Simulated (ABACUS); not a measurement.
## Nb: equation of state with PBEsol

**Experimental background.**

“Pressure effects on the electronic structure and superconductivity of (TaNb)0.67(HfZrTi)0.33 high entropy alloy”, 2019, arxiv:1910.08312 quotes, for a bulk crystal of Nb: bulk modulus 169 GPa.

The system is Nb.

```
Nb
1.0
    -1.66395    1.66395    1.66395
     1.66395   -1.66395    1.66395
     1.66395    1.66395   -1.66395
Nb
1
Direct
  0.00000 0.00000 0.00000
```

* Program: ABACUS 3.10.1
* Task: equation of state
* Functional: PBEsol
* Potentials or basis: PseudoDojo NC SR 0.4.1 PBEsol standard
* Cutoff: 1116 eV
* Density cutoff: 4463 eV
* Basis: plane waves
* k mesh: 11 × 11 × 11
* Occupations: fermi-dirac, width 0.05 eV
* Spin: no spin polarisation

- Equilibrium volume: 17.61 Å³/atom
- Bulk modulus: 181 GPa
- Pressure derivative of the bulk modulus: 3.3

Energy against volume, from the lowest point:
```tsv
volume (Å³/atom)	energy (meV/atom)
17.322	2.45
17.691	0.00
18.060	6.06
18.428	19.96
18.797	41.02
19.165	68.63
19.534	102.15
```

All runs of the series together: 19 s on 4 threads of Intel(R) Xeon(R) Platinum 8488C (Sapphire Rapids), with other jobs on the host.

A measured bulk modulus of Nb is 169 GPa (quoted in “Pressure effects on the electronic structure and superconductivity of (TaNb)0.67(HfZrTi)0.33 high entropy alloy”, 2019, arxiv:1910.08312); the calculated 181 GPa misses it by +7.2 %. The fit is for a static lattice scaled at fixed shape and fixed fractional positions.
